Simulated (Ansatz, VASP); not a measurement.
# Si2N: VASP beside Ansatz

```xyz
3
Lattice="3.8929 0.0000 0.0000 -1.9465 3.3714 0.0000 0.0000 0.0000 3.0201" Properties=species:S:1:pos:R:3 pbc="T T T"
Si    0.0000    2.2476    1.5100
Si    1.9465    1.1238    1.5100
N     0.0000    0.0000    0.0000
```

Change from the starting cell: species swapped into the PrCd2 type (P6/mmm, No. 191).

Alike in both runs: task relaxation of cell and atoms; functional PBE; k mesh 12 × 12 × 16; occupations gaussian, width 0.1 eV; no spin polarisation.

```csv
,VASP,Ansatz
version,VASP 6.6.1,Ansatz 0.2.0
potentials or method,"VASP PAW PBE potentials, release 64 (Si, N)","scalar-relativistic, plane waves, PAW"
plane-wave cutoff (eV),600,420
valence electrons in the cell,13,13
```

VASP gave:

* gap on the k mesh at the Fermi level, each at its own relaxed structure (eV): none
* relaxed volume (Å³/atom): 13.26
* relaxed cell length with the largest relative difference (Å): 3.890

Q: Estimate Ansatz's values.

A: gap on the k mesh at the Fermi level, each at its own relaxed structure (eV): none; relaxed volume (Å³/atom): 13.28; relaxed cell length with the largest relative difference (Å): 3.893.

A gap of «none» marks a metal or a gap that the smearing closes.
